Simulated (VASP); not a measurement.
# Pb (P6_3/mmc) in VASP: notebook

One crystal, Pb, is run at these levels: LDA, BLYP; tasks: single point.

All numbers are computed with VASP 6.6.1; they aren't measurements. Logs are shortened: lines on timing, memory, paths and dates and some standing lists are left out, and cuts for length are marked.

### Step 1. Starting point

It takes space group P6_3/mmc (No. 194, hexagonal). The conventional cell has a = 3.480 Å, b = 3.480 Å, c = 5.590 Å, α = 90.00°, β = 90.00°, γ = 120.00°. Pb (site symmetry -6m2) is surrounded by 12 Pb at 3.44 to 3.48 Å.

This isn't the form of Pb at room conditions, which is fcc.

### Step 2. Single point, LDA

INCAR

```
ALGO = Normal
EDIFF = 1E-6
ENCUT = 520
GGA = CA
ISIF = 2
ISMEAR = -1
LASPH = True
LCHARG = False
LREAL = False
LWAVE = False
NBANDS = 21
NELM = 100
PREC = Accurate
SIGMA = 0.1
```

KPOINTS

```
k-points
0
Gamma
  6 6 3
```

POSCAR

```
Pb
1.0
    3.4800000000      0.0000000000      0.0000000000
   -1.7400000000      3.0137684100      0.0000000000
    0.0000000000      0.0000000000      5.5900000000
Pb
2
Direct
    0.3333333333      0.6666666667      0.2500000000
    0.6666666667      0.3333333333      0.7500000000
```

Potentials or basis: VASP PAW LDA potentials, release 64 (Pb_d).

Command:

```sh
$ cat potpaw_LDA.64/Pb_d/POTCAR > POTCAR
$ mpirun -np 1 vasp_std > vasp.out
```

OUTCAR:

```text
EDIFF = 1E-6
   ENCUT = 520
   GGA = CA
   ISIF = 2
   ISMEAR = -1
   LASPH = True
   LREAL = False
   NELM = 100
   PREC = Accurate

 ion  position               nearest neighbor table
   1  0.333  0.667  0.250-   2 3.44   2 3.44   2 3.44   2 3.44   2 3.44   2 3.44
   2  0.667  0.333  0.750-   1 3.44   1 3.44   1 3.44   1 3.44   1 3.44   1 3.44

  LATTYP: Found a hexagonal cell.
 ALAT       =     3.4800000000
 C/A-ratio  =     1.6063218391

  Lattice vectors:

 A1 = (   3.4800000000,   0.0000000000,   0.0000000000)
 A2 = (  -1.7400000000,   3.0137684100,   0.0000000000)
 A3 = (   0.0000000000,   0.0000000000,   5.5900000000)

Analysis of symmetry for initial positions (statically):
=====================================================================
 Subroutine PRICEL returns:
 Original cell was already a primitive cell.

 Routine SETGRP: Setting up the symmetry group for a
 hexagonal supercell.

 Subroutine GETGRP returns: Found 24 space group operations
 (whereof 12 operations were pure point group operations)
 out of a pool of 24 trial point group operations.

The static configuration has the point symmetry D_3d.
 The point group associated with its full space group is D_6h.

Analysis of symmetry for dynamics (positions and initial velocities):
=====================================================================
 Subroutine PRICEL returns:
 Original cell was already a primitive cell.

 Routine SETGRP: Setting up the symmetry group for a
 hexagonal supercell.

 Subroutine GETGRP returns: Found 24 space group operations
 (whereof 12 operations were pure point group operations)
 out of a pool of 24 trial point group operations.

The dynamic configuration has the point symmetry D_3d.
 The point group associated with its full space group is D_6h.

 Subroutine INISYM returns: Found 24 space group operations
 (whereof 12 operations are pure point group operations),
 and found     1 'primitive' translations

----------------------------------------------------------------------------------------

                                     Primitive cell

  volume of cell :      58.6274

  direct lattice vectors                    reciprocal lattice vectors
     3.480000000  0.000000000  0.000000000     0.287356322  0.165905250  0.000000000
    -1.740000000  3.013768410  0.000000000     0.000000000  0.331810499  0.000000000
     0.000000000  0.000000000  5.590000000     0.000000000  0.000000000  0.178890877

  length of vectors
     3.480000000  3.480000004  5.590000000     0.331810499  0.331810499  0.178890877

  position of ions in fractional coordinates (direct lattice)
     0.333333333  0.666666667  0.250000000
     0.666666667  0.333333333  0.750000000

  ion indices of the primitive-cell ions
   primitive index   ion index
                 1           1
                 2           2

----------------------------------------------------------------------------------------

 KPOINTS: k-points

Automatic generation of k-mesh.
 Grid dimensions read from file:
 generate k-points for:    6    6    3

 Generating k-lattice:

  Cartesian coordinates                     Fractional coordinates (reciprocal lattice)
     0.047892720  0.027650875  0.000000000     0.166666667  0.000000000  0.000000000
     0.000000000  0.055301750  0.000000000     0.000000000  0.166666667  0.000000000
     0.000000000  0.000000000  0.059630292     0.000000000  0.000000000  0.333333333

  Length of vectors
     0.055301750  0.055301750  0.059630292

  Shift w.r.t. Gamma in fractional coordinates (k-lattice)
     0.000000000  0.000000000  0.000000000

 Subroutine IBZKPT returns following result:
 ===========================================

 Found     14 irreducible k-points:

 Following reciprocal coordinates:
            Coordinates               Weight
  0.000000  0.000000  0.000000      1.000000
  0.166667 -0.000000  0.000000      6.000000
  0.333333 -0.000000  0.000000      6.000000
  0.500000 -0.000000  0.000000      3.000000
  0.166667  0.166667  0.000000      6.000000
  0.333333  0.166667  0.000000     12.000000
  0.333333  0.333333  0.000000      2.000000
  0.000000  0.000000  0.333333      2.000000
  0.166667 -0.000000  0.333333     12.000000
  0.333333 -0.000000  0.333333     12.000000
  0.500000 -0.000000  0.333333      6.000000
  0.166667  0.166667  0.333333     12.000000
  0.333333  0.166667  0.333333     24.000000
  0.333333  0.333333  0.333333      4.000000
   k-points           NKPTS =     14   k-points in BZ     NKDIM =     14   number of bands    NBANDS=     21
   number of dos      NEDOS =    301   number of ions     NIONS =      2
   total plane-waves  NPLWV =  32928
   dimension x,y,z NGX =    28 NGY =   28 NGZ =   42
   dimension x,y,z NGXF=    56 NGYF=   56 NGZF=   84
   ions per type =               2
   NGX,Y,Z   is equivalent  to a cutoff of  13.38, 13.38, 12.49 a.u.
   NGXF,Y,Z  is equivalent  to a cutoff of  26.75, 26.75, 24.98 a.u.
 SYSTEM =  unknown system
   PREC   = accura    normal or accurate (medium, high low for compatibility)
   ISTART =      0    job   : 0-new  1-cont  2-samecut
   ICHARG =      2    charge: 1-file 2-atom 10-const
   ISPIN  =      1    spin polarized calculation?
   LNONCOLLINEAR =      F non collinear calculations
   LSORBIT =      F    spin-orbit coupling
   LASPH  =      T    aspherical Exc in radial PAW
   ENCUT  =  520.0 eV  38.22 Ry    6.18 a.u.   6.47  6.47 10.39*2*pi/ulx,y,z
   NELM   =    100;   NELMIN=  2; NELMDL= -5     # of ELM steps
   EDIFF  = 0.1E-05   stopping-criterion for ELM
   LREAL  =      F    real-space projection
   EDIFFG = 0.1E-04   stopping-criterion for IOM
   NSW    =      0    number of steps for IOM
   IBRION =     -1    ionic relax: 0-MD 1-quasi-New 2-CG
   NFREE  =      0    steps in history (QN), initial steepest desc. (CG)
   ISIF   =      2    stress and relaxation
   ISYM   =      2    0-nonsym 1-usesym 2-fastsym
   POTIM  = 0.5000    time-step for ionic-motion
   TEBEG  =    0.0;   TEEND  =   0.0 temperature during run
   PSTRESS=    0.0 pullay stress
   NELECT =      28.0000    total number of electrons
   NUPDOWN=      -1.0000    fix difference up-down
   EMIN   =  10.00;   EMAX   =-10.00  energy-range for DOS
   EFERMI =   0.00;   METHOD = LEGACY
   ISMEAR =    -1;   SIGMA  =   0.10  broadening in eV -4-tet -1-fermi 0-gaus
   EFERMI_NEDOS =   21; number of points for ismear=-14 and -15
   IALGO  =     38    algorithm
   IMIX   =      4    mixing-type and parameters
     AMIX     =   0.40;   BMIX     =  1.00
     AMIX_MAG =   1.60;   BMIX_MAG =  1.00
  volume/ion in A,a.u.               =      29.31       197.82
  Fermi-wavevector in a.u.,A,eV,Ry     =   1.279658  2.418203 22.279870  1.637524
  Thomas-Fermi vector in A             =   2.412131
   LORBIT       =      0    0 simple, 1 ext, 2 COOP (PROOUT), +10 PAW based schemes
   GGA     = CA    functional components
   LHFCALC =     F    Hartree Fock is set to
   AEXX    =    0.0000 exact exchange contribution
   IVDW    =     0    specifies the selected vdW correction
   LEPSILON=     F    determine dielectric tensor
   LRPA    =     F    only Hartree local field effects (RPA)
 non-spin polarized calculation
  energy-cutoff  :      520.00
  volume of cell :       58.63
 maximum number of plane-waves:      1593
 NGX is ok and might be reduce to    28
   NGX = 13   NGY = 13   NGZ = 21

 number of electron      28.0000005 magnetization

 Free energy of the ion-electron system (eV)
  ---------------------------------------------------
  ext. energy  EPLUGINS =         0.00000000
  ---------------------------------------------------
  free energy    TOTEN  =        -8.51257513 eV

  energy without entropy =       -8.47911148  energy(sigma->0) =       -8.49584330

 E-fermi :   7.4016     XC(G=0): -10.6180

 val. band max:        7.0975011046   @ k =   0.1667   0.1667   0.0000
 cond. band min:       7.4681120834   @ k =   0.3333   0.1667   0.3333
 fundamental gap:      0.3706109788
 Fermi energy:         7.4015689398

 k-point     1 :       0.0000    0.0000    0.0000
  band No.  band energies     occupation
      1      -9.6717      2.00000
      2      -9.6262      2.00000
      3      -9.6262      2.00000
      4      -9.6207      2.00000
      5      -9.6010      2.00000
      6      -9.6010      2.00000
[... 13 lines left out ...]
     20      16.4894      0.00000
     21      18.9631      0.00000

 k-point     2 :       0.1667   -0.0000    0.0000
  band No.  band energies     occupation
      1      -9.6968      2.00000
      2      -9.6288      2.00000
      3      -9.5900      2.00000
      4      -9.5760      2.00000
      5      -9.5688      2.00000
      6      -9.5608      2.00000
[... 13 lines left out ...]
     20      17.5808      0.00000
     21      18.1435      0.00000

 k-point     3 :       0.3333   -0.0000    0.0000
  band No.  band energies     occupation
      1      -9.7729      2.00000
      2      -9.6531      2.00000
      3      -9.6421      2.00000
      4      -9.6135      2.00000
      5      -9.5190      2.00000
      6      -9.4623      2.00000
[... 13 lines left out ...]
     20      16.2504      0.00000
     21      17.9967      0.00000

 k-point     4 :       0.5000   -0.0000    0.0000
  band No.  band energies     occupation
      1      -9.8081      2.00000
      2      -9.6965      2.00000
      3      -9.6586      2.00000
      4      -9.6339      2.00000
      5      -9.4917      2.00000
      6      -9.4802      2.00000
[... 13 lines left out ...]
     20      15.7565      0.00000
     21      17.7947      0.00000

 k-point     5 :       0.1667    0.1667    0.0000
  band No.  band energies     occupation
      1      -9.6771      2.00000
      2      -9.6702      2.00000
      3      -9.6368      2.00000
      4      -9.5972      2.00000
      5      -9.5460      2.00000
      6      -9.5113      2.00000
[... 13 lines left out ...]
     20      16.9381      0.00000
     21      17.7209      0.00000

 k-point     6 :       0.3333    0.1667    0.0000
  band No.  band energies     occupation
      1      -9.7243      2.00000
      2      -9.7097      2.00000
      3      -9.6101      2.00000
      4      -9.6045      2.00000
      5      -9.5039      2.00000
      6      -9.4957      2.00000
[... 13 lines left out ...]
     20      16.5908      0.00000
     21      20.7927      0.00000

 k-point     7 :       0.3333    0.3333    0.0000
  band No.  band energies     occupation
      1      -9.7409      2.00000
      2      -9.5869      2.00000
      3      -9.5869      2.00000
      4      -9.5518      2.00000
      5      -9.5518      2.00000
      6      -9.5315      2.00000
[... 13 lines left out ...]
     20      21.1391      0.00000
     21      21.2409      0.00000

 k-point     8 :       0.0000    0.0000    0.3333
  band No.  band energies     occupation
      1      -9.6527      2.00000
      2      -9.6478      2.00000
      3      -9.6478      2.00000
      4      -9.6265      2.00000
      5      -9.6261      2.00000
      6      -9.6261      2.00000
[... 13 lines left out ...]
     20      16.7023      0.00000
     21      17.9931      0.00000

 k-point     9 :       0.1667   -0.0000    0.3333
  band No.  band energies     occupation
      1      -9.6872      2.00000
      2      -9.6509      2.00000
      3      -9.6182      2.00000
      4      -9.5959      2.00000
      5      -9.5893      2.00000
      6      -9.5641      2.00000
[... 13 lines left out ...]
     20      16.1988      0.00000
     21      19.0336      0.00000

 k-point    10 :       0.3333   -0.0000    0.3333
  band No.  band energies     occupation
      1      -9.7446      2.00000
      2      -9.6818      2.00000
      3      -9.6675      2.00000
      4      -9.5843      2.00000
      5      -9.5549      2.00000
      6      -9.4476      2.00000
[... 13 lines left out ...]
     20      15.2061      0.00000
     21      16.3822      0.00000

 k-point    11 :       0.5000   -0.0000    0.3333
  band No.  band energies     occupation
      1      -9.7665      2.00000
      2      -9.7208      2.00000
      3      -9.6828      2.00000
      4      -9.6211      2.00000
      5      -9.5603      2.00000
      6      -9.4113      2.00000
[... 13 lines left out ...]
     20      14.3196      0.00000
     21      17.0081      0.00000

 k-point    12 :       0.1667    0.1667    0.3333
  band No.  band energies     occupation
      1      -9.6876      2.00000
      2      -9.6626      2.00000
      3      -9.6403      2.00000
      4      -9.5765      2.00000
      5      -9.5517      2.00000
      6      -9.5128      2.00000
[... 13 lines left out ...]
     20      16.9308      0.00000
     21      17.8436      0.00000

 k-point    13 :       0.3333    0.1667    0.3333
  band No.  band energies     occupation
      1      -9.7074      2.00000
      2      -9.6856      2.00000
      3      -9.6332      2.00000
      4      -9.5926      2.00000
      5      -9.5825      2.00000
      6      -9.4457      2.00000
[... 13 lines left out ...]
     20      16.8643      0.00000
     21      17.0846      0.00000

 k-point    14 :       0.3333    0.3333    0.3333
  band No.  band energies     occupation
      1      -9.6603      2.00000
      2      -9.6603      2.00000
      3      -9.6461      2.00000
      4      -9.5159      2.00000
      5      -9.5081      2.00000
      6      -9.5081      2.00000
[... 13 lines left out ...]
     20      18.1215      0.00000
     21      18.1215      0.00000

------------------------ aborting loop because EDIFF is reached ----------------------------------------

  FORCE on cell =-STRESS in cart. coord.  units (eV):
  Direction    XX          YY          ZZ          XY          YZ          ZX
  --------------------------------------------------------------------------------------
  -------------------------------------------------------------------------------------
  Total       -0.5202672     -0.5202672      0.4228583      0.0000000      0.0000000      0.0000000
  in kB      -14.2179217    -14.2179218     11.5559204      0.0000000      0.0000000      0.0000000
  external PRESSURE =      -5.6266411 kB  Pullay stress =       0.0000000 kB

 VOLUME and BASIS-vectors are now :
 -----------------------------------------------------------------------------
  energy-cutoff  :      520.00
  volume of cell :       58.63
      direct lattice vectors                 reciprocal lattice vectors
     3.480000000  0.000000000  0.000000000     0.287356322  0.165905250  0.000000000
    -1.740000000  3.013768410  0.000000000     0.000000000  0.331810499  0.000000000
     0.000000000  0.000000000  5.590000000     0.000000000  0.000000000  0.178890877

 POSITION                                       TOTAL-FORCE (eV/Angst)
 -----------------------------------------------------------------------------------
     -0.00000      2.00918      1.39750        -0.000000     -0.000000      0.000000
      1.74000      1.00459      4.19250         0.000000      0.000000      0.000000
 -----------------------------------------------------------------------------------
    total drift:                                0.000000     -0.000000      0.000000

  FREE ENERGIE OF THE ION-ELECTRON SYSTEM (eV)
  ---------------------------------------------------
  free  energy   TOTEN  =        -8.5125751269 eV

  energy  without entropy=       -8.4791114755  energy(sigma->0) =       -8.49584330
```

It took 11 s on 1 thread of Intel Xeon Platinum 8259CL at 2.50GHz (Skylake/Cascade Lake), shared host; peak memory 0.15 GiB.

What came out:

```
Free energy            : -8.5126 eV
Pressure               : -0.6 GPa
Band gap on the k mesh : none (metal or under the smearing width)
```

Levels at points of the mesh, in eV from the Fermi level:
| k point | band 11 | band 12 | band 13 | band 14 | band 15 | band 16 | band 17 | band 18 |
| --- | --- | --- | --- | --- | --- | --- | --- | --- |
| (0.00, 0.00, 0.00) | -12.01 | -8.04 | -4.32 | 5.50 | 5.50 | 7.40 | 7.40 | 8.07 |
| (0.50, 0.00, 0.00) | -8.46 | -7.20 | -2.93 | -1.46 | -0.55 | 1.79 | 1.91 | 5.69 |

Caveat: the k mesh is coarse (spacing up to 0.37 Å⁻¹), so the values aren't converged.

### Step 3. Single point, BLYP

INCAR

```
SYSTEM = Pb
PREC     = Accurate       ! precision mode
ENCUT    = 520            ! plane-wave cutoff, eV
EDIFF    = 1E-7           ! SCF threshold, eV
ISMEAR   = -1             ! smearing method
SIGMA    = 0.1            ! smearing width, eV
LREAL    = .False.        ! projectors in reciprocal space
LASPH    = .True.         ! aspherical terms in the spheres
NELM     = 100            ! most SCF steps
ALGO     = Normal         ! electronic algorithm
ISIF     = 2              ! what is computed and relaxed
LWAVE    = .False.        ! write WAVECAR
LCHARG   = .True.         ! write CHGCAR
GGA      = B5             ! functional
ALDAX    = 1.0          
AGGAX    = 1.0          
AGGAC    = 1.0          
ALDAC    = 0.0          
LELF     = .True.         ! ELF
LVHAR    = .True.       
NBANDS   = 21             ! bands
```

KPOINTS

```
Automatic mesh
0
Gamma
  6 6 3
  0 0 0
```

POSCAR is that of step 2.

Potentials or basis: VASP PAW PBE potentials, release 64 (Pb_d).

Command:

```sh
$ cat potpaw_PBE.64/Pb_d/POTCAR > POTCAR
$ mpirun -np 1 vasp_std > vasp.out
```

It took 23 s on 1 thread of Intel Xeon Platinum 8259CL at 2.50GHz (Skylake/Cascade Lake), shared host; peak memory 0.17 GiB.

Results (log left out):

- Free energy: -5.5069 eV
- Pressure: 8.1 GPa
- Band gap on the k mesh: none (metal or under the smearing width)

Stress tensor (GPa, compression positive):
```
7.16 0.00 0.00
0.00 7.16 0.00
0.00 0.00 9.91
```

Levels at points of the mesh, in eV from the Fermi level:
```
           k point  band 10  band 11  band 12  band 13  band 14  band 15  band 16  band 17  band 18  band 19
(0.00, 0.00, 0.00)   -16.86   -12.07    -8.18    -4.27     5.37     5.37     7.26     7.26     7.91     9.01
(0.50, 0.00, 0.00)   -16.84    -8.58    -7.32    -2.94    -1.49    -0.56     1.84     1.85     5.56     6.42
```

Caveat: the k mesh is coarse (spacing up to 0.37 Å⁻¹), so the values aren't converged; the PAW data sets were made with another functional, which shifts forces and pressure a little. The run has no spin-orbit coupling, so splittings on Pb are missing.
